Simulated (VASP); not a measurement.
# Br (Immm) in VASP: a series of runs, part 2 of 2

VASP 6.6.1.

## Step 3: Single point, r2SCAN

Contents of INCAR:

```
SYSTEM = Br
PREC = Accurate ; ENCUT = 400
EDIFF = 1E-6 ; ISMEAR = 0
SIGMA = 0.05 ; LREAL = .False.
LASPH = .True. ; NELM = 100
ALGO = Normal ; ISIF = 2
LWAVE = .False. ; LCHARG = .False.
METAGGA = R2SCAN ; LMIXTAU = .True.
NBANDS = 10 ; ADDGRID = .False.
```

Contents of KPOINTS:

```
regular mesh
0
Gamma
  3 3 3
  0 0 0
```

Contents of POSCAR:

```
Br
1.0
   -1.2867684050      1.7199972000      3.5779911600
    1.2867684050     -1.7199972000      3.5779911600
    1.2867684050      1.7199972000     -3.5779911600
Br
1
Direct
    0.0000000000      0.0000000000      0.0000000000
```

Potentials or basis: VASP PAW PBE potentials, release 64 (Br).

Started as:

```console
$ cat potpaw_PBE.64/Br/POTCAR > POTCAR
$ mpirun -np 1 vasp_std > vasp.out
```

OUTCAR:

```text
SYSTEM = Br
   PREC = Accurate
   ENCUT = 400
   EDIFF = 1E-6
   ISMEAR = 0
   LREAL = .False.
   LASPH = .True.
   NELM = 100
   ISIF = 2
   METAGGA = R2SCAN

 Found      8 irreducible k-points:

 Following reciprocal coordinates:
            Coordinates               Weight
  0.000000  0.000000  0.000000      1.000000
  0.333333  0.000000  0.000000      4.000000
 -0.000000  0.333333  0.000000      4.000000
  0.333333  0.333333 -0.000000      8.000000
 -0.333333  0.333333  0.000000      4.000000
 -0.333333  0.333333  0.333333      2.000000
   k-points           NKPTS =      8   k-points in BZ     NKDIM =      8   number of bands    NBANDS=     10
   number of dos      NEDOS =    301   number of ions     NIONS =      1
   total plane-waves  NPLWV =  21952
   dimension x,y,z NGX =    28 NGY =   28 NGZ =   28
   dimension x,y,z NGXF=    56 NGYF=   56 NGZF=   56
   ions per type =               1
   NGX,Y,Z   is equivalent  to a cutoff of  11.15, 11.15, 11.15 a.u.
   NGXF,Y,Z  is equivalent  to a cutoff of  22.31, 22.31, 22.31 a.u.
 SYSTEM =  Br
   PREC   = accura    normal or accurate (medium, high low for compatibility)
   ISTART =      0    job   : 0-new  1-cont  2-samecut
   ICHARG =      2    charge: 1-file 2-atom 10-const
   ISPIN  =      1    spin polarized calculation?
   LNONCOLLINEAR =      F non collinear calculations
   LSORBIT =      F    spin-orbit coupling
   LASPH  =      T    aspherical Exc in radial PAW
   ENCUT  =  400.0 eV  29.40 Ry    5.42 a.u.   6.81  6.81  6.81*2*pi/ulx,y,z
   NELM   =    100;   NELMIN=  2; NELMDL= -5     # of ELM steps
   EDIFF  = 0.1E-05   stopping-criterion for ELM
   LREAL  =      F    real-space projection
   EDIFFG = 0.1E-04   stopping-criterion for IOM
   NSW    =      0    number of steps for IOM
   IBRION =     -1    ionic relax: 0-MD 1-quasi-New 2-CG
   NFREE  =      0    steps in history (QN), initial steepest desc. (CG)
   ISIF   =      2    stress and relaxation
   ISYM   =      2    0-nonsym 1-usesym 2-fastsym
   POTIM  = 0.5000    time-step for ionic-motion
   TEBEG  =    0.0;   TEEND  =   0.0 temperature during run
   PSTRESS=    0.0 pullay stress
   NELECT =       7.0000    total number of electrons
   NUPDOWN=      -1.0000    fix difference up-down
   EMIN   =  10.00;   EMAX   =-10.00  energy-range for DOS
   EFERMI =   0.00;   METHOD = LEGACY
   ISMEAR =     0;   SIGMA  =   0.05  broadening in eV -4-tet -1-fermi 0-gaus
   EFERMI_NEDOS =   21; number of points for ismear=-14 and -15
   IALGO  =     38    algorithm
   IMIX   =      4    mixing-type and parameters
     AMIX     =   0.40;   BMIX     =  1.00
     AMIX_MAG =   1.60;   BMIX_MAG =  1.00
  volume/ion in A,a.u.               =      31.68       213.76
  Fermi-wavevector in a.u.,A,eV,Ry     =   0.989764  1.870383 13.328717  0.979633
  Thomas-Fermi vector in A             =   2.121386
   LORBIT       =      0    0 simple, 1 ext, 2 COOP (PROOUT), +10 PAW based schemes
   METAGGA = R2SCAN    functional components
   LHFCALC =     F    Hartree Fock is set to
   AEXX    =    0.0000 exact exchange contribution
   IVDW    =     0    specifies the selected vdW correction
   LEPSILON=     F    determine dielectric tensor
   LRPA    =     F    only Hartree local field effects (RPA)
 non-spin polarized calculation
 Gauss-broadening in eV      SIGMA  =   0.05
  energy-cutoff  :      400.00
  volume of cell :       31.68
 maximum number of plane-waves:       587
   NGX = 13   NGY = 13   NGZ = 13

 number of electron       7.0000000 magnetization

 Free energy of the ion-electron system (eV)
  ---------------------------------------------------
  ext. energy  EPLUGINS =         0.00000000
  ---------------------------------------------------
  free energy    TOTEN  =       -13.66817161 eV

  energy without entropy =      -13.66639689  energy(sigma->0) =      -13.66728425

 E-fermi :  -0.1622     XC(G=0):  -8.6528

 val. band max:       -0.1854412627   @ k =  -0.3333   0.3333   0.3333
 cond. band min:      -0.0643480694   @ k =  -0.0000   0.3333   0.0000
 fundamental gap:      0.1210931933
 Fermi energy:        -0.1622179308

 k-point     1 :       0.0000    0.0000    0.0000
  band No.  band energies     occupation
      1     -16.5525      2.00000
      2      -2.1373      2.00000
      3      -1.4506      2.00000
      4       4.1544      0.00000
      5       5.8424      0.00000
      6       9.7516      0.00000
      7      12.6164      0.00000
      8      13.7152      0.00000
      9      15.1565      0.00000
     10      20.9591      0.00000
[... 53 lines left out ...]
 k-point     6 :      -0.3333    0.3333    0.3333
  band No.  band energies     occupation
      1     -14.4312      2.00000
      2      -4.1526      2.00000
      3      -2.1142      2.00000
      4      -0.1854      1.48873
      5      10.1404      0.00000
      6      10.5623      0.00000
      7      14.0649      0.00000
      8      15.5914      0.00000
      9      17.7002      0.00000
     10      18.1485      0.00000

 [... further k-points ...]

------------------------ aborting loop because EDIFF is reached ----------------------------------------

  FORCE on cell =-STRESS in cart. coord.  units (eV):
  Direction    XX          YY          ZZ          XY          YZ          ZX
  --------------------------------------------------------------------------------------
  -------------------------------------------------------------------------------------
  Total       -0.7035289     -0.9678580     -0.0030000      0.0000000      0.0000000      0.0000000
  in kB      -35.5848491    -48.9547484     -0.1517431      0.0000000      0.0000000      0.0000000
  external PRESSURE =     -28.2304469 kB  Pullay stress =       0.0000000 kB

 VOLUME and BASIS-vectors are now :
 -----------------------------------------------------------------------------
  energy-cutoff  :      400.00
  volume of cell :       31.68
      direct lattice vectors                 reciprocal lattice vectors
    -1.286768405  1.719997200  3.577991160     0.000000000  0.290698148  0.139743218
     1.286768405 -1.719997200  3.577991160     0.388570312  0.000000000  0.139743218
     1.286768405  1.719997200 -3.577991160     0.388570312  0.290698148  0.000000000

 POSITION                                       TOTAL-FORCE (eV/Angst)
 -----------------------------------------------------------------------------------
      0.00000      0.00000      0.00000        -0.000000      0.000000      0.000000
 -----------------------------------------------------------------------------------
    total drift:                                0.000000     -0.000000      0.000000

  FREE ENERGIE OF THE ION-ELECTRON SYSTEM (eV)
  ---------------------------------------------------
  free  energy   TOTEN  =       -13.6681716069 eV

  energy  without entropy=      -13.6663968926  energy(sigma->0) =      -13.66728425
```

OSZICAR:

```text
N       E                     dE             d eps       ncg     rms          rms(c)
DAV:   1     0.411678955472E+01    0.41168E+01   -0.25043E+03   160   0.431E+02
DAV:   2    -0.147474661537E+02   -0.18864E+02   -0.18067E+02   210   0.872E+01
DAV:   3    -0.153404781157E+02   -0.59301E+00   -0.59276E+00   186   0.153E+01
[... 11 lines left out ...]
DAV:  15    -0.136681751334E+02   -0.32671E-04   -0.94703E-06   168   0.271E-02    0.449E-03
DAV:  16    -0.136681711367E+02    0.39967E-05   -0.48442E-07   180   0.777E-03    0.221E-03
DAV:  17    -0.136681729015E+02   -0.17648E-05   -0.11631E-07   148   0.354E-03    0.199E-04
DAV:  18    -0.136681711722E+02    0.17293E-05   -0.59415E-08    92   0.227E-03    0.362E-04
DAV:  19    -0.136681716069E+02   -0.43467E-06   -0.82012E-09    84   0.778E-04
   1 F= -.13668172E+02 E0= -.13667284E+02  d E =-.177471E-02
```

stdout:

```text
POSCAR found type information on POSCAR Br
 POSCAR found :  1 types and       1 ions
 scaLAPACK will be used
 -----------------------------------------------------------------------------
|                                                                             |
|                                                                             |
|     You enforced a specific xc type in the INCAR file but a different       |
|     I HOPE YOU KNOW WHAT YOU ARE DOING!                                     |
|                                                                             |
 -----------------------------------------------------------------------------

 LDA part: xc-table for (None), standard interpolation
 POSCAR, INCAR and KPOINTS ok, starting setup
 FFT: planning ... GRIDC
 FFT: planning ... GRID_SOFT
 FFT: planning ... GRID
 WAVECAR not read
 entering main loop
```

Run time: 17 s. Hardware: 1 thread of Intel Xeon Platinum 8375C at 2.90GHz (Ice Lake), shared host; peak memory 0.15 GiB.

The run converged, but some of its settings lie outside the range that counts as converged, so its numbers aren't taken as properties of the crystal.

Results:

| Property | Result |
| --- | --- |
| Free energy | -13.6682 eV |
| Pressure | -2.8 GPa |
| Band gap on the k mesh | none (metal or under the smearing width) |

Caveat: the k mesh is coarse (spacing up to 1.02 Å⁻¹), so the values aren't converged; the PAW data sets were made with another functional, which shifts forces and pressure a little; an odd number of electrons without spin polarisation forces a metal; a magnetic or distorted state may lie lower.

## Step 4: Single point, r2SCAN

Changes to INCAR since step 3:

```diff
@@ -1,3 +1,3 @@
 SYSTEM = Br
-PREC = Accurate ; ENCUT = 400
+PREC = Accurate ; ENCUT = 250
 EDIFF = 1E-6 ; ISMEAR = 0
```

Contents of KPOINTS:

```
regular mesh
0
Gamma
  4 4 4
  0 0 0
```

POSCAR is that of step 3.

Started as:

```console
$ cat potpaw_PBE.64/Br/POTCAR > POTCAR
$ mpirun -np 1 vasp_std > vasp.out
```

Run time: 14 s. Hardware: 1 thread of Intel Xeon Platinum 8375C at 2.90GHz (Ice Lake), shared host; peak memory 0.13 GiB.

The run converged, but some of its settings lie outside the range that counts as converged, so its numbers aren't taken as properties of the crystal.

Results:

- Free energy: -13.0201 eV
- Pressure: 2.3 GPa
- Band gap on the k mesh: none (metal or under the smearing width)

Caveat: the k mesh is coarse (spacing up to 0.76 Å⁻¹), so the values aren't converged; the cutoff is under 1.25 times the usual one of these potentials, so pressure, stress and relaxed cells hold a basis-set (Pulay) error; the PAW data sets were made with another functional, which shifts forces and pressure a little; an odd number of electrons without spin polarisation forces a metal; a magnetic or distorted state may lie lower.

## Step 5: Single point, r2SCAN

Changes to INCAR since step 4:

```diff
@@ -1,3 +1,3 @@
 SYSTEM = Br
-PREC = Accurate ; ENCUT = 250
+PREC = Accurate ; ENCUT = 450
 EDIFF = 1E-6 ; ISMEAR = 0
```

Contents of KPOINTS:

```
regular mesh
0
Gamma
  3 3 3
  0 0 0
```

POSCAR is that of step 4.

Potentials or basis: VASP PAW PBE potentials, release 64 (Br).

Started as:

```console
$ cat potpaw_PBE.64/Br/POTCAR > POTCAR
$ mpirun -np 1 vasp_std > vasp.out
```

OUTCAR:

```text
SYSTEM = Br
   PREC = Accurate
   ENCUT = 450
   EDIFF = 1E-6
   ISMEAR = 0
   LREAL = .False.
   LASPH = .True.
   NELM = 100
   ISIF = 2
   METAGGA = R2SCAN

 Found      8 irreducible k-points:

 Following reciprocal coordinates:
            Coordinates               Weight
  0.000000  0.000000  0.000000      1.000000
  0.333333  0.000000  0.000000      4.000000
 -0.000000  0.333333  0.000000      4.000000
  0.333333  0.333333 -0.000000      8.000000
 -0.333333  0.333333  0.000000      4.000000
 -0.333333  0.333333  0.333333      2.000000
   k-points           NKPTS =      8   k-points in BZ     NKDIM =      8   number of bands    NBANDS=     10
[... 155 lines left out ...]

  FORCE on cell =-STRESS in cart. coord.  units (eV):
  Direction    XX          YY          ZZ          XY          YZ          ZX
  --------------------------------------------------------------------------------------
  -------------------------------------------------------------------------------------
  Total       -0.7007899     -0.9638353      0.0005298      0.0000000      0.0000000      0.0000000
  in kB      -35.4463122    -48.7512802      0.0267983      0.0000000      0.0000000      0.0000000
  external PRESSURE =     -28.0569314 kB  Pullay stress =       0.0000000 kB

 VOLUME and BASIS-vectors are now :
 -----------------------------------------------------------------------------
  energy-cutoff  :      450.00
  volume of cell :       31.68
      direct lattice vectors                 reciprocal lattice vectors
    -1.286768405  1.719997200  3.577991160     0.000000000  0.290698148  0.139743218
     1.286768405 -1.719997200  3.577991160     0.388570312  0.000000000  0.139743218
     1.286768405  1.719997200 -3.577991160     0.388570312  0.290698148  0.000000000

 POSITION                                       TOTAL-FORCE (eV/Angst)
 -----------------------------------------------------------------------------------
      0.00000      0.00000      0.00000         0.000000      0.000000     -0.000000
 -----------------------------------------------------------------------------------
    total drift:                                0.000000     -0.000000     -0.000000

  FREE ENERGIE OF THE ION-ELECTRON SYSTEM (eV)
  ---------------------------------------------------
  free  energy   TOTEN  =       -13.6686363636 eV

  energy  without entropy=      -13.6668625046  energy(sigma->0) =      -13.66774943
```

stdout:

```text
POSCAR found type information on POSCAR Br
 POSCAR found :  1 types and       1 ions
 scaLAPACK will be used
 -----------------------------------------------------------------------------
|                                                                             |
|                                                                             |
|     You enforced a specific xc type in the INCAR file but a different       |
|     I HOPE YOU KNOW WHAT YOU ARE DOING!                                     |
|                                                                             |
 -----------------------------------------------------------------------------

 LDA part: xc-table for (None), standard interpolation
 POSCAR, INCAR and KPOINTS ok, starting setup
 FFT: planning ... GRIDC
 FFT: planning ... GRID_SOFT
 FFT: planning ... GRID
 WAVECAR not read
 entering main loop
```

It took 18 s on 1 thread of Intel Xeon Platinum 8375C at 2.90GHz (Ice Lake), shared host; peak memory 0.17 GiB.

These settings aren't checked as converged: the numbers below hold their error.

Results:

* Free energy: -13.6686 eV
* Pressure: -2.8 GPa
* Band gap on the k mesh: none (metal or under the smearing width)

Caveat: the k mesh is coarse (spacing up to 1.02 Å⁻¹), so the values aren't converged; the PAW data sets were made with another functional, which shifts forces and pressure a little; an odd number of electrons without spin polarisation forces a metal; a magnetic or distorted state may lie lower.
